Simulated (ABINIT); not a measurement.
Here is an ABINIT 10.8.3 (patched build) calculation.

The input run.abi:

```
# Datasets
ndtset 2

# Pseudopotentials
pp_dirpath "./"
pseudos "Co.upf, Ti.upf"

# Structure
acell 2.98611099 2.98611099 2.98611099 Angstrom
rprim
     1.0000000000     0.0000000000     0.0000000000
     0.0000000000     1.0000000000     0.0000000000
     0.0000000000     0.0000000000     1.0000000000
ntypat 2
znucl 27 22
natom 2
typat 1 2
xred
            1/2            1/2            1/2
            0.0            0.0            0.0

# Plane-wave basis
ecut 46.0

# k points
ngkpt 12 12 12
nshiftk 1
shiftk 0.0 0.0 0.0

# Exchange and correlation
ixc 7

# Bands and occupations
nband 24
occopt 6
tsmear 0.00499791

# Spin
nsppol 2
spinat
     0.0000000000     0.0000000000     2.0000000000
     0.0000000000     0.0000000000     1.0000000000

# SCF cycle
nstep 80

# Output
prteig 0
prtebands 0
prtwf 0
prtden 0
prtpot 0

# Dataset 1: ground state
kptopt1 1
tolvrs1 1.0e-15
prtwf1 1
tolwfr1 1.0e-14
nbdbuf1 4
nline1 6

# Dataset 2: response at q = 0 to atomic displacements
rfphon2 1
rfatpol2 1 2
rfdir2 1 1 1
getwfk2 1
kptopt2 2
nqpt2 1
qpt2 0.0 0.0 0.0
tolvrs2 1.0e-8
```

mrgddb.in

```
merged_DDB
TiCo
2
runo_DS1_DDB
runo_DS2_DDB
```

File anaddb.abi:

```
ddb_filepath "merged_DDB"
output_file "anaddb.abo"
outdata_prefix "ana"
asr 1
chneut 0
dipdip 0
dieflag 0
enunit 0
eivec 1
nph1l 1
qph1l 0.0 0.0 0.0 1.0
```

Potentials or basis: PseudoDojo NC SR LDA v0.4.1 standard.

Command:

```bash
$ mpirun --bind-to none -np 4 abinit run.abi > log 2>&1
$ mrgddb < mrgddb.in > mrgddb.log 2>&1
$ anaddb anaddb.abi > anaddb.log 2>&1
```

**Question.** Predict the highest phonon frequency at Γ.

**Answer.** 187 cm⁻¹.

**Question.** Predict the net moment.

**Answer.** 0.52 μB per cell.

**Question.** Estimate the band gap on the k mesh.

**Answer.** None (metal or under the smearing width).

Phonon frequencies in cm⁻¹ (negative: imaginary):
| q point | frequencies |
| --- | --- |
| (0.000, 0.000, 0.000) | 0 0 0 187 187 187 |

Caveat: the cell is more than 3 GPa from zero pressure, which shifts response properties; small starting moments can end in a higher magnetic state in this program.
